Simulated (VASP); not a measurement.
Wanted: the native input for a VASP 6.6.1 run.

| Item | Value |
| --- | --- |
| Task | optical spectrum |
| Functional | PBE |
| Potentials or basis | VASP PAW PBE potentials, release 64 (Sn_d, S) |
| Cutoff | 420 eV |
| k mesh | 3 × 8 × 7 |
| Occupations | gaussian, width 0.02 eV |
| Spin | no spin polarisation |
| Further INCAR settings | ALGO = Normal; EDIFF = 1e-06; NBANDS = 64 |

The structure of SnS lies in POSCAR:

```
SnS
1.0
   11.2000000000      0.0000000000      0.0000000000
    0.0000000000      3.9870000000      0.0000000000
    0.0000000000      0.0000000000      4.3340000000
Sn S
4 4
Direct
    0.1194000000      0.2500000000      0.1198000000
    0.3806000000      0.7500000000      0.6198000000
    0.6194000000      0.2500000000      0.3802000000
    0.8806000000      0.7500000000      0.8802000000
    0.8508000000      0.2500000000      0.4793000000
    0.6492000000      0.7500000000      0.9793000000
    0.3508000000      0.2500000000      0.0207000000
    0.1492000000      0.7500000000      0.5207000000
```

The input as run:

INCAR

```
ALGO     = Normal         # electronic algorithm
CSHIFT   = 0.05         
EDIFF    = 1E-6           # SCF threshold, eV
ENCUT    = 420            # plane-wave cutoff, eV
GGA      = PE             # functional
ISIF     = 2              # what is computed and relaxed
ISMEAR   = 0              # smearing method
LASPH    = True           # aspherical terms in the spheres
LCHARG   = False          # write CHGCAR
LOPTICS  = True           # frequency-dependent dielectric function
LREAL    = False          # projectors in reciprocal space
LWAVE    = False          # write WAVECAR
NBANDS   = 64             # bands
NEDOS    = 1000           # points of the DOS
NELM     = 60             # most SCF steps
PREC     = Accurate       # precision mode
SIGMA    = 0.02           # smearing width, eV
```

KPOINTS

```
k-points
0
Gamma
  3 8 7
```

Potentials or basis: VASP PAW PBE potentials, release 64 (Sn_d, S).

The run is started by

```sh
$ cat potpaw_PBE.64/Sn_d/POTCAR potpaw_PBE.64/S/POTCAR > POTCAR
$ mpirun -np 1 vasp_std > vasp.out
```

It gave:

The pressure is 2.3 GPa and the largest force is 0.138 eV/Å. The band gap on the k mesh is 0.92 eV, indirect (least direct gap 1.26 eV).

Caveat: spectra need much finer meshes, so this one isn't converged; independent-particle spectra lack excitons; spin-orbit coupling is left out, which moves the levels of the heavy elements; an odd mesh through Γ misses points on the zone boundary, where band edges often lie.

Wall time 4.9 min on 1 thread of Intel(R) Xeon(R) 6975P-C (Granite Rapids), with other jobs on the host, peak memory 0.68 GiB.
